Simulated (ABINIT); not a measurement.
CsSnI3:

```xyz
5
Lattice="6.2057 0.0000 0.0000 0.0000 6.2057 0.0000 0.0000 0.0000 6.2057" Properties=species:S:1:pos:R:3 pbc="T T T"
Cs    0.0000    0.0000    0.0000
I     3.1029    3.1029    0.0000
I     3.1029    0.0000    3.1029
I     0.0000    3.1029    3.1029
Sn    3.1029    3.1029    3.1029
```

Base run:

| Property | Result |
| --- | --- |
| Program | ABINIT 10.8.3 (patched build) |
| Functional | revPBE |
| Potentials or basis | JTH PAW PBE v2.0 |
| Cutoff | 599 eV |
| k mesh | 5 × 5 × 5 |
| Occupations | fermi-dirac, width 0.05 eV |
| Spin | no spin polarisation |

Its results: pressure 1.4 GPa.

The run is repeated on the same cell with these changes: functional from revPBE to WC. What comes out?

Pressure -0.6 GPa.

WC binds more tightly than revPBE, so the same cell stands under less pressure.

Caveats: the PAW data sets were made with another functional, which shifts forces and pressure a little; the cell was measured hot, at 500 K.

Not every run made on this cell is shown here.
